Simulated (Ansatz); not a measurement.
Crystal: Sb.

```
Sb
1.0
    -1.57654    1.57654    2.71194
     1.57654   -1.57654    2.71194
     1.57654    1.57654   -2.71194
Sb
1
Direct
  0.00000 0.00000 0.00000
```

This isn't the form of Sb at room conditions, which is rhombohedral.

Base run:

* Program: Ansatz 0.2.0
* Functional: PBE
* Potentials or basis: Ansatz PAW
* Cutoff: 420 eV (not typed: the program's choice for these potentials)
* k mesh: 9 × 9 × 9
* Occupations: fermi-dirac, width 0.05 eV
* Spin: spin-orbit coupling, no magnetisation

Its results: band gap on the k mesh none (metal or under the smearing width); pressure 2.1 GPa.

Q: The run is repeated on the same cell with these changes: functional from PBE to LDA. What comes out?

A: Band gap on the k mesh none (metal or under the smearing width); pressure -2.1 GPa.

LDA binds more tightly than PBE, so the same cell stands under less pressure.

Caveats: the PAW data sets come from PBE, with cores solved anew for the run's functional, which leaves a small shift of forces and pressure (some runs).
